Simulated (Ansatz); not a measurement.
MgS built on the NiAs prototype (r2SCAN geometry), in Ansatz:

```
CELL_PARAMETERS angstrom
3.64543 0.00000 0.00000
-1.82272 3.15704 0.00000
0.00000 0.00000 6.14736
ATOMIC_POSITIONS crystal
Mg 0.00000 0.00000 0.00000
Mg 0.00000 0.00000 0.50000
S 0.33333 0.66667 0.25000
S 0.66667 0.33333 0.75000
```

G0W0@PBE with 266 empty bands, a screening cutoff of 140 eV and a 6×6×2 mesh (PAW, contour deformation) gives 4.820 eV over the mesh points, from a PBE gap of 3.415 eV; it sums over 282 bands with 263 plane waves in the screening and a wave cutoff of 420 eV. No extrapolation in bands, cutoff or mesh was made for G0W0. Spin-unpolarised throughout. Whether this structure exists isn't addressed.

(1) Estimate the gap with potentials of the kind norm-conserving, with them a wave cutoff of 1143 eV.

(2) Another run gave a Kohn-Sham gap of 3.415 eV and a G0W0 gap of 4.664 eV, summing over 130 bands with 123 plane waves in the screening and a wave cutoff of 420 eV. What was changed?

(3) Another run gave a Kohn-Sham gap of 4.073 eV and a G0W0 gap of 5.184 eV, summing over 282 bands with 263 plane waves in the screening and a wave cutoff of 500 eV. What was changed?

(4) Estimate the gap with frequency model Godby-Needs pole.

## Answers

(1) 4.792 eV (-0.028 eV), from a Kohn-Sham gap of 3.414 eV.

(2) Empty bands 114, screening cutoff 80 eV. The counts of bands and plane waves show that both rose or fell; the cutoff follows only within a few eV.

(3) Starting point r2SCAN, with them a wave cutoff of 500 eV. The Kohn-Sham gap has moved while bands and screening basis stay; the higher wave cutoff is that of a meta-GGA.

(4) 4.798 eV (-0.022 eV), from a Kohn-Sham gap of 3.415 eV.
